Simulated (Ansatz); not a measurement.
Independent-particle absorption of SiO2 (P6_422, a = 5.039 Å, b = 5.039 Å, c = 5.525 Å, α = 90.00°, β = 90.00°, γ = 120.00°), no local fields or excitons, 0.1 eV broadening. Theory: DFT LDA, scalar-relativistic, plane waves, PAW (Ansatz 0.2.0).

Cutoff 420 eV; k points 6×6×4 on the computed 9-atom cell (Γ-centred); Gaussian smearing, width 0.02 eV; no spin polarisation. The spectrum is summed on a 9×9×6 mesh.

```
CELL_PARAMETERS angstrom
5.03870 0.00000 0.00000
-2.51935 4.36364 0.00000
0.00000 0.00000 5.52485
ATOMIC_POSITIONS crystal
Si 0.00000 0.50000 0.33333
Si 0.50000 0.50000 0.66667
Si 0.50000 0.00000 0.00000
O 0.58439 0.79220 0.83333
O 0.79220 0.58439 0.50000
O 0.79220 0.20780 0.16667
O 0.41561 0.20780 0.83333
O 0.20780 0.41561 0.50000
O 0.20780 0.79220 0.16667
```

(photon energy (eV), ε2,zz): (0.0, 0.00), (0.4, 0.00), (0.8, 0.00), (1.2, 0.00), (1.6, 0.00), (2.0, 0.00), (2.4, 0.00), (2.8, 0.00), (3.2, 0.00), (3.6, 0.00), (4.0, 0.00), (4.4, 0.00), (4.8, 0.00), (5.2, 0.00), (5.6, 0.00), (6.0, 0.00), (6.4, 0.00), (6.8, 0.01), (7.2, 0.05), (7.6, 0.48), (8.0, 0.72), (8.4, 0.96), (8.8, 1.87), (9.2, 3.01), (9.6, 4.24), (10.0, 2.99), (10.4, 2.25), (10.8, 2.56), (11.2, 2.62), (11.6, 2.63), (12.0, 2.08), (12.4, 1.61), (12.8, 1.41), (13.2, 1.40), (13.6, 1.97), (14.0, 2.27)

The strongest peak lies near 9.6 eV. ε∞ (xx, yy, zz) = 2.5, 2.5, 2.5.

This form isn't the usual stable structure of the compound.

Cost: 1 run of about 7.3 core-minutes, on Intel Xeon Processor @ 2.50GHz (Skylake/Cascade Lake) (shared hosts).